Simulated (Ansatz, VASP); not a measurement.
**One calculation of ZnS, two programs**

```
Zn S
1.0
     0.00000    2.73756    2.73756
     2.73756    0.00000    2.73756
     2.73756    2.73756    0.00000
Zn S
1 1
Direct
  0.75000 0.75000 0.75000
  0.00000 0.00000 0.00000
```

Change from the starting cell: volume scaled by 1.04.

Alike in both runs: task single point; functional PBEsol; k mesh 9 × 9 × 9; occupations fermi-dirac, width 0.05 eV; no spin polarisation.

|  | VASP | Ansatz |
| --- | --- | --- |
| version | VASP 6.6.1 | Ansatz 0.2.0 |
| potentials or method | VASP PAW PBE potentials, release 64 (Zn, S), cutoff 520 eV | all-electron LAPW, scalar-relativistic |

Ansatz gave:

- gap on the k mesh at the Fermi level (eV): 1.81
- least direct gap on the mesh (eV): 1.81
- pressure (GPa): -4.5

Q: Which values does VASP return?

A: gap on the k mesh at the Fermi level (eV): 1.81; least direct gap on the mesh (eV): 1.81; pressure (GPa): -4.3.

Ansatz ran all-electron here, so the differences hold the error of VASP's frozen core and of both bases.

Caveats: the PAW data sets were made with another functional, which shifts forces and pressure a little (VASP).
